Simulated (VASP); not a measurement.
A run of VASP 6.6.1 is set up as follows.

INCAR

```
PREC = Accurate
ENCUT = 520
EDIFF = 1E-6
ISMEAR = -1
SIGMA = 0.05
LREAL = False
LASPH = True
NELM = 60
ALGO = Normal
ISIF = 2
LWAVE = False
LCHARG = True
MAGMOM = 0 0 0 0 0 0 0 0 0 0 0 0 0 0 0 0 0 0 0 0 0 0 0 0 0 0 0
LORBIT = 11
LSORBIT = True
GGA_COMPAT = False
LMAXMIX = 4
GGA = PE
LVHAR = True
LVACPOTAV = True
```

File KPOINTS:

```
regular mesh
0
Gamma
  10 10 1
```

POSCAR

```
WS2
1.0
    3.1530000000      0.0000000000      0.0000000000
   -1.5765000000      2.7305780981      0.0000000000
    0.0000000000      0.0000000000     33.4600000000
S W
6 3
Direct
    0.6666666667      0.3333333333      0.2689778840
    0.6666666667      0.3333333333      0.3628212791
    0.3333333333      0.6666666667      0.4530783025
    0.3333333333      0.6666666667      0.5469216975
    0.6666666667      0.3333333333      0.6371787209
    0.6666666667      0.3333333333      0.7310221160
    0.3333333333      0.6666666667      0.3158995816
    0.6666666667      0.3333333333      0.5000000000
    0.3333333333      0.6666666667      0.6841004184
```

Potentials or basis: VASP PAW PBE potentials, release 64 (S, W_sv).

The run is started by

```console
$ cat potpaw_PBE.64/S/POTCAR potpaw_PBE.64/W_sv/POTCAR > POTCAR
$ mpirun -np 1 vasp_ncl > vasp.out
```

**Question.** Estimate the largest force.

**Answer.** 0.297 eV/Å.

**Question.** What does it give for the net moment?

**Answer.** 0.00 μB per cell.

Moments on the atoms (μB; x, y, z):
```
S   0.00 0.00 0.00
S   0.00 0.00 0.00
S   0.00 0.00 0.00
S   0.00 0.00 0.00
S   0.00 0.00 0.00
S   0.00 0.00 0.00
W   0.00 0.00 0.00
W   0.00 0.00 0.00
W   0.00 0.00 0.00
```
